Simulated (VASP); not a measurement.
# Ta (Im-3m) in VASP: further runs

The runs below take Ta through relaxation of cell and atoms, relaxation of the atoms, with PBE+D3(BJ).

Everything below comes from runs of VASP 6.6.1. Logs are shortened: lines on timing, memory, paths and dates and some standing lists are left out, and cuts for length are marked.

## 1. The crystal as given

Symmetry: Im-3m, No. 229, cubic system. Conventional cell: a = 3.303 Å, b = 3.303 Å, c = 3.303 Å, α = 90.00°, β = 90.00°, γ = 90.00°. Ta (site symmetry m-3m) has 8 Ta at 2.86 Å as nearest neighbours.

## 2. Relaxation of cell and atoms, PBE+D3(BJ)

INCAR

```
PREC = Accurate
ENCUT = 600
EDIFF = 1E-6
ISMEAR = 1
SIGMA = 0.1
LREAL = False
LASPH = True
NELM = 80
ALGO = Normal
ISIF = 3
LWAVE = False
LCHARG = False
GGA = PE
IVDW = 12
IBRION = 2
NSW = 90
EDIFFG = -0.01
```

KPOINTS

```
Automatic mesh
0
Gamma
  16 16 16
```

POSCAR

```
Ta
1.0
   -1.6512800000      1.6512800000      1.6512800000
    1.6512800000     -1.6512800000      1.6512800000
    1.6512800000      1.6512800000     -1.6512800000
Ta
1
Direct
    0.0000000000      0.0000000000      0.0000000000
```

Potentials or basis: VASP PAW PBE potentials, release 64 (Ta_pv).

Started as:

```
cat potpaw_PBE.64/Ta_pv/POTCAR > POTCAR
mpirun -np 1 vasp_std > vasp.out
```

OUTCAR:

```text
PREC = Accurate
   ENCUT = 600
   EDIFF = 1E-6
   ISMEAR = 1
   LREAL = False
   LASPH = True
   NELM = 80
   ISIF = 3
   GGA = PE
   IVDW = 12
   IBRION = 2
   NSW = 90
   EDIFFG = -0.01
 IVDW          = 12

 ion  position               nearest neighbor table
   1  0.000  0.000  0.000-

  LATTYP: Found a body centered cubic cell.
 ALAT       =     3.3025600000

  Lattice vectors:

 A1 = (  -1.6512800000,   1.6512800000,   1.6512800000)
 A2 = (   1.6512800000,  -1.6512800000,   1.6512800000)
 A3 = (   1.6512800000,   1.6512800000,  -1.6512800000)

Analysis of symmetry for initial positions (statically):
=====================================================================
 Subroutine PRICEL returns:
 Original cell was already a primitive cell.

 Routine SETGRP: Setting up the symmetry group for a
 body centered cubic supercell.

 Subroutine GETGRP returns: Found 48 space group operations
 (whereof 48 operations were pure point group operations)
 out of a pool of 48 trial point group operations.

The static configuration has the point symmetry O_h .

Analysis of symmetry for dynamics (positions and initial velocities):
=====================================================================
 Subroutine PRICEL returns:
 Original cell was already a primitive cell.

 Routine SETGRP: Setting up the symmetry group for a
 body centered cubic supercell.

 Subroutine GETGRP returns: Found 48 space group operations
 (whereof 48 operations were pure point group operations)
 out of a pool of 48 trial point group operations.

The dynamic configuration has the point symmetry O_h .

 Subroutine INISYM returns: Found 48 space group operations
 (whereof 48 operations are pure point group operations),
 and found     1 'primitive' translations

----------------------------------------------------------------------------------------

                                     Primitive cell

  volume of cell :      18.0104

  direct lattice vectors                    reciprocal lattice vectors
    -1.651280000  1.651280000  1.651280000     0.000000000  0.302795407  0.302795407
     1.651280000 -1.651280000  1.651280000     0.302795407  0.000000000  0.302795407
     1.651280000  1.651280000 -1.651280000     0.302795407  0.302795407  0.000000000

  length of vectors
     2.860100858  2.860100858  2.860100858     0.428217371  0.428217371  0.428217371

  position of ions in fractional coordinates (direct lattice)
     0.000000000  0.000000000  0.000000000

  ion indices of the primitive-cell ions
   primitive index   ion index
                 1           1

----------------------------------------------------------------------------------------

 KPOINTS: Automatic mesh

Automatic generation of k-mesh.
 Grid dimensions read from file:
 generate k-points for:   16   16   16

 Generating k-lattice:

  Cartesian coordinates                     Fractional coordinates (reciprocal lattice)
     0.000000000  0.018924713  0.018924713     0.062500000  0.000000000  0.000000000
     0.018924713  0.000000000  0.018924713     0.000000000  0.062500000  0.000000000
     0.018924713  0.018924713  0.000000000     0.000000000  0.000000000  0.062500000

  Length of vectors
     0.026763586  0.026763586  0.026763586

  Shift w.r.t. Gamma in fractional coordinates (k-lattice)
     0.000000000  0.000000000  0.000000000

 Subroutine IBZKPT returns following result:
 ===========================================

 Found    145 irreducible k-points:

 Following reciprocal coordinates:
            Coordinates               Weight
  0.000000  0.000000  0.000000      1.000000
  0.062500  0.000000  0.000000     12.000000
  0.125000  0.000000  0.000000     12.000000
  0.187500  0.000000  0.000000     12.000000
  0.250000  0.000000  0.000000     12.000000
  0.312500  0.000000  0.000000     12.000000
[... 16 lines left out ...]
  0.187500  0.187500  0.000000     24.000000
  0.250000  0.187500  0.000000     48.000000
 [... further k-points ...]
   k-points           NKPTS =    145   k-points in BZ     NKDIM =    145   number of bands    NBANDS=      9
   number of dos      NEDOS =    301   number of ions     NIONS =      1
   total plane-waves  NPLWV =  13824
   dimension x,y,z NGX =    24 NGY =   24 NGZ =   24
   dimension x,y,z NGXF=    48 NGYF=   48 NGZF=   48
   ions per type =               1
   NGX,Y,Z   is equivalent  to a cutoff of  13.95, 13.95, 13.95 a.u.
   NGXF,Y,Z  is equivalent  to a cutoff of  27.90, 27.90, 27.90 a.u.
 SYSTEM =  unknown system
   PREC   = accura    normal or accurate (medium, high low for compatibility)
   ISTART =      0    job   : 0-new  1-cont  2-samecut
   ICHARG =      2    charge: 1-file 2-atom 10-const
   ISPIN  =      1    spin polarized calculation?
   LNONCOLLINEAR =      F non collinear calculations
   LSORBIT =      F    spin-orbit coupling
   LASPH  =      T    aspherical Exc in radial PAW
   ENCUT  =  600.0 eV  44.10 Ry    6.64 a.u.   5.71  5.71  5.71*2*pi/ulx,y,z
   NELM   =     80;   NELMIN=  2; NELMDL= -5     # of ELM steps
   EDIFF  = 0.1E-05   stopping-criterion for ELM
   LREAL  =      F    real-space projection
   EDIFFG = -.1E-01   stopping-criterion for IOM
   NSW    =     90    number of steps for IOM
   IBRION =      2    ionic relax: 0-MD 1-quasi-New 2-CG
   NFREE  =      1    steps in history (QN), initial steepest desc. (CG)
   ISIF   =      3    stress and relaxation
   ISYM   =      2    0-nonsym 1-usesym 2-fastsym
   POTIM  = 0.5000    time-step for ionic-motion
   TEBEG  =    0.0;   TEEND  =   0.0 temperature during run
   PSTRESS=    0.0 pullay stress
   NELECT =      11.0000    total number of electrons
   NUPDOWN=      -1.0000    fix difference up-down
   EMIN   =  10.00;   EMAX   =-10.00  energy-range for DOS
   EFERMI =   0.00;   METHOD = LEGACY
   ISMEAR =     1;   SIGMA  =   0.10  broadening in eV -4-tet -1-fermi 0-gaus
   EFERMI_NEDOS =   21; number of points for ismear=-14 and -15
   IALGO  =     38    algorithm
   IMIX   =      4    mixing-type and parameters
     AMIX     =   0.40;   BMIX     =  1.00
     AMIX_MAG =   1.60;   BMIX_MAG =  1.00
  volume/ion in A,a.u.               =      18.01       121.54
  Fermi-wavevector in a.u.,A,eV,Ry     =   1.388988  2.624806 26.249534  1.929286
  Thomas-Fermi vector in A             =   2.513061
   LORBIT       =      0    0 simple, 1 ext, 2 COOP (PROOUT), +10 PAW based schemes
   GGA     = PE    functional components
   LHFCALC =     F    Hartree Fock is set to
   AEXX    =    0.0000 exact exchange contribution
   IVDW    =    12    specifies the selected vdW correction
   LEPSILON=     F    determine dielectric tensor
   LRPA    =     F    only Hartree local field effects (RPA)
 conjugate gradient relaxation of ions
 non-spin polarized calculation
 Methfessel and Paxton  Order N= 1 SIGMA  =   0.10
  energy-cutoff  :      600.00
  volume of cell :       18.01
 maximum number of plane-waves:       616
   NGX = 11   NGY = 11   NGZ = 11

--------------------------------------- Ionic step        1  -------------------------------------------

 number of electron      11.0000002 magnetization

 Free energy of the ion-electron system (eV)
  ---------------------------------------------------
  ext. energy  EPLUGINS =         0.00000000
  ---------------------------------------------------
  free energy    TOTEN  =       -11.80600336 eV

  energy without entropy =      -11.80564443  energy(sigma->0) =      -11.80588372

------------------------ aborting loop because EDIFF is reached ----------------------------------------

 Edisp (eV)   -0.66247

 E8    (eV) :    -0.3469

  FORCE on cell =-STRESS in cart. coord.  units (eV):
  Direction    XX          YY          ZZ          XY          YZ          ZX
  --------------------------------------------------------------------------------------
  -------------------------------------------------------------------------------------
  Total      -0.30393    -0.30393    -0.30393     0.00000     0.00000    -0.00000
  in kB     -27.03751   -27.03751   -27.03751     0.00000     0.00000    -0.00000
  external pressure =      -27.04 kB  Pullay stress =        0.00 kB
[... 59 lines left out ...]
  energy  without entropy=      -12.4590215952  energy(sigma->0) =      -12.45957732

--------------------------------------- Ionic step        3  -------------------------------------------

 number of electron      11.0000002 magnetization

 Free energy of the ion-electron system (eV)
  ---------------------------------------------------
  ext. energy  EPLUGINS =         0.00000000
  ---------------------------------------------------
  free energy    TOTEN  =       -11.79872607 eV

  energy without entropy =      -11.79815711  energy(sigma->0) =      -11.79853642

 E-fermi :   5.5728     XC(G=0): -12.6886

 val. band max:        5.5702052657   @ k =   0.5000   0.5000   0.1875
 cond. band min:       5.5835827545   @ k =  -0.3125   0.4375   0.1250
 fundamental gap:      0.0133774888
 Fermi energy:         5.5728262816

 k-point     1 :       0.0000    0.0000    0.0000
  band No.  band energies     occupation
      1     -27.4253      2.00000
      2     -27.4253      2.00000
      3     -27.4253      2.00000
      4      -2.3712      2.00000
      5       6.3290     -0.00000
      6       6.3290     -0.00000
      7       6.3290     -0.00000
      8       9.6511      0.00000
      9       9.6511      0.00000
[... 265 lines left out ...]
 k-point    24 :       0.2500    0.1875    0.0000
  band No.  band energies     occupation
      1     -28.3914      2.00000
      2     -27.8252      2.00000
      3     -27.5315      2.00000
      4       1.8787      2.00000
      5       4.3109      2.00000
      6       4.9872      2.00000
      7       8.9874      0.00000
      8      10.5231      0.00000
      9      12.4489      0.00000

 [... further k-points ...]

------------------------ aborting loop because EDIFF is reached ----------------------------------------

 Edisp (eV)   -0.67183

 E8    (eV) :    -0.3518

  FORCE on cell =-STRESS in cart. coord.  units (eV):
  Direction    XX          YY          ZZ          XY          YZ          ZX
  --------------------------------------------------------------------------------------
  -------------------------------------------------------------------------------------
  Total      -0.00132    -0.00132    -0.00132    -0.00000    -0.00000     0.00000
  in kB      -0.11922    -0.11922    -0.11922    -0.00000    -0.00000     0.00000
  external pressure =       -0.12 kB  Pullay stress =        0.00 kB
[... 16 lines left out ...]
  FREE ENERGIE OF THE ION-ELECTRON SYSTEM (eV)
  ---------------------------------------------------
  free  energy   TOTEN  =       -12.4705603889 eV

  energy  without entropy=      -12.4699914268  energy(sigma->0) =      -12.47037073

 reached required accuracy - stopping structural energy minimisation
```

Wall time 19 s (1 thread of Intel Xeon Platinum 8488C (Sapphire Rapids), shared host); peak memory 0.17 GiB.

What came out:

* Free energy: -12.4706 eV
* Relaxed volume: 17.77 Å³/atom
* Relaxed cell: a = 2.847 Å, b = 2.847 Å, c = 2.847 Å, α = 109.47°, β = 109.47°, γ = 109.47°
* Space group after relaxing (to 0.05 Å): Im-3m (No. 229)
* Energy gained by relaxing: 2.1 meV/atom
* Ionic steps: 3
* Pressure after relaxing: 0.0 GPa
* Band gap on the k mesh: none (metal or under the smearing width)
* Dispersion energy per atom: -0.672 eV

Step by step:
| step | energy change (eV) | largest force (eV/Å) | pressure (GPa) | volume (Å³) |
| --- | --- | --- | --- | --- |
| 1 | 0.0000 | 0.0000 | -2.70 | 18.01 |
| 2 | 0.0086 | 0.0000 | 6.55 | 17.23 |
| 3 | -0.0021 | 0.0000 | -0.01 | 17.77 |

Final structure:
```cif
data_structure
_symmetry_space_group_name_H-M 'P 1'
_symmetry_Int_Tables_number 1
_cell_length_a 2.8472
_cell_length_b 2.8472
_cell_length_c 2.8472
_cell_angle_alpha 109.471
_cell_angle_beta 109.471
_cell_angle_gamma 109.471
_cell_volume 17.77
loop_
_atom_site_label
_atom_site_type_symbol
_atom_site_fract_x
_atom_site_fract_y
_atom_site_fract_z
_atom_site_occupancy
Ta1 Ta 0.00000 0.00000 0.00000 1
```

Levels at points of the mesh, in eV from the Fermi level:
| k point | band 1 | band 2 | band 3 | band 4 | band 5 | band 6 | band 7 | band 8 | band 9 |
| --- | --- | --- | --- | --- | --- | --- | --- | --- | --- |
| (0.00, 0.00, 0.00) | -33.00 | -33.00 | -33.00 | -7.94 | 0.76 | 0.76 | 0.76 | 4.08 | 4.08 |
| (0.50, 0.00, 0.00) | -34.22 | -33.39 | -33.01 | -4.41 | -1.56 | 1.67 | 3.97 | 5.01 | 7.95 |
| (0.50, 0.50, 0.50) | -33.85 | -33.85 | -33.85 | -3.86 | -3.86 | 6.97 | 6.97 | 6.97 | 8.80 |

Caveat: pairwise dispersion overbinds metals, which lowers pressure and volume. The run has no spin-orbit coupling, so splittings on Ta are missing.

## 3. Relaxation of cell and atoms, PBE+D3(BJ)

This run uses another cell than the first one, of 17.77 Å³/atom, 0.987 times its volume.

Edit INCAR of step 2 so:

```diff
@@ -2,3 +2,3 @@
 ENCUT = 600
-EDIFF = 1E-6
+EDIFF = 1E-7
 ISMEAR = 1
@@ -16,2 +16,2 @@
 NSW = 90
-EDIFFG = -0.01
+EDIFFG = -0.005
```

KPOINTS is that of step 2.

POSCAR

```
Ta                                      
1.0
   -1.6438463425      1.6438463425      1.6438463425
    1.6438463425     -1.6438463425      1.6438463425
    1.6438463425      1.6438463425     -1.6438463425
  Ta            
     1
Direct
     0.0000000000000000    0.0000000000000000    0.0000000000000000
```

Potentials or basis: VASP PAW PBE potentials, release 64 (Ta_pv).

Started as:

```
cat potpaw_PBE.64/Ta_pv/POTCAR > POTCAR
mpirun -np 1 vasp_std > vasp.out
```

It took 9.3 s on 1 thread of Intel Xeon Platinum 8488C (Sapphire Rapids), shared host; peak memory 0.16 GiB.

Results (log left out):

- Free energy: -12.4705 eV
- Pressure after relaxing: 0.0 GPa
- Band gap on the k mesh: none (metal or under the smearing width)
- Dispersion energy per atom: -0.672 eV

Final structure:
```
CELL_PARAMETERS angstrom
-1.64385 1.64385 1.64385
1.64385 -1.64385 1.64385
1.64385 1.64385 -1.64385
ATOMIC_POSITIONS crystal
Ta 0.00000 0.00000 0.00000
```

Levels at points of the mesh, in eV from the Fermi level:
```
           k point  band 2  band 3  band 4  band 5  band 6  band 7  band 8  band 9
(0.00, 0.00, 0.00)  -33.00  -33.00   -7.94    0.76    0.76    0.76    4.08    4.08
(0.50, 0.00, 0.00)  -33.39  -33.01   -4.41   -1.56    1.67    3.97    5.01    7.95
(0.50, 0.50, 0.50)  -33.85  -33.85   -3.86   -3.86    6.97    6.97    6.97    8.80
```

Caveat: the relaxation stopped at its first step, so nothing moved; pairwise dispersion overbinds metals, which lowers pressure and volume. The run has no spin-orbit coupling, so splittings on Ta are missing.

## 4. Relaxation of the atoms, PBE+D3(BJ) (a relaxed cell with its volume scaled by 0.94)

Edit INCAR of step 3 so:

```diff
@@ -9,3 +9,3 @@
 ALGO = Normal
-ISIF = 3
+ISIF = 2
 LWAVE = False
@@ -15,3 +15,3 @@
 IBRION = 2
-NSW = 90
-EDIFFG = -0.005
+NSW = 40
+EDIFFG = -0.01
```

KPOINTS is that of step 3.

POSCAR

```
Ta                                      
1.0
   -1.6102890420      1.6102890420      1.6102890420
    1.6102890420     -1.6102890420      1.6102890420
    1.6102890420      1.6102890420     -1.6102890420
  Ta            
     1
Direct
     0.0000000000000000    0.0000000000000000    0.0000000000000000
```

Started as:

```
cat potpaw_PBE.64/Ta_pv/POTCAR > POTCAR
mpirun -np 1 vasp_std > vasp.out
```

It took 9 s on 1 thread of Intel Xeon Platinum 8488C (Sapphire Rapids), shared host; peak memory 0.16 GiB.

The run converged. Its results:

```
Free energy                : -12.4263 eV
Pressure after relaxing    : 13.9 GPa
Band gap on the k mesh     : none (metal or under the smearing width)
Dispersion energy per atom : -0.716 eV
```

Final structure:
```xyz
1
Lattice="-1.6103 1.6103 1.6103 1.6103 -1.6103 1.6103 1.6103 1.6103 -1.6103" Properties=species:S:1:pos:R:3 pbc="T T T"
Ta    0.0000    0.0000    0.0000
```

Levels at points of the mesh, in eV from the Fermi level:
| k point | band 2 | band 3 | band 4 | band 5 | band 6 | band 7 | band 8 | band 9 |
| --- | --- | --- | --- | --- | --- | --- | --- | --- |
| (0.00, 0.00, 0.00) | -32.75 | -32.75 | -8.18 | 0.75 | 0.75 | 0.75 | 4.29 | 4.29 |
| (0.50, 0.00, 0.00) | -33.23 | -32.76 | -4.71 | -1.76 | 1.99 | 4.23 | 5.35 | 8.58 |
| (0.50, 0.50, 0.50) | -33.78 | -33.78 | -4.26 | -4.26 | 7.49 | 7.49 | 7.49 | 9.40 |

Caveat: the relaxation stopped at its first step, so nothing moved; pairwise dispersion overbinds metals, which lowers pressure and volume.
